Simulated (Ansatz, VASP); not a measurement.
Two plane-wave programs on C

```
C
1.0
     1.21596   -2.14796    0.00912
     1.22325    2.15217   -0.04137
    -0.09419   -0.08515    7.14765
C
4
Direct
  0.10349 0.94562 0.74880
  0.59081 0.41384 0.23941
  0.92426 0.08600 0.24211
  0.42852 0.58933 0.74862
```

Change from the starting cell: kmesh displaced: [4, 4, 1] Gamma-centred.

Alike in both runs: task single point; functional PBE; k mesh 4 × 4 × 1; occupations gaussian, width 0.1 eV; no spin polarisation.

|  | VASP | Ansatz |
| --- | --- | --- |
| version | VASP 6.6.1 | Ansatz 0.2.0 |
| potentials or method | VASP PAW PBE potentials, release 64 (C) | scalar-relativistic, plane waves, PAW |
| plane-wave cutoff (eV) | 520 | 420 |
| valence electrons in the cell | 16 | 16 |

```csv
,VASP,Ansatz,Ansatz less VASP
gap on the k mesh at the Fermi level (eV),3.20,3.20,+0.005
least direct gap on the mesh (eV),3.22,3.23,+0.004
pressure (GPa),3.5,3.1,-0.41
largest component of the traceless stress (GPa),9.70,9.91,+0.204
rms of the force components (eV/Å),1.316,1.315,-0.0015
```

Atom by atom the forces differ by 0.002 eV/Å (rms over components). The functional is the same, so the differences come from potentials, cutoffs and numerics.

Caveats: the k mesh is coarse (spacing up to 0.88 Å⁻¹), so the values aren't converged; an odd mesh through Γ misses points on the zone boundary, where band edges often lie; forces of over 1 eV/Å show positions far from the minimum, so gaps and moduli don't describe the material at rest.
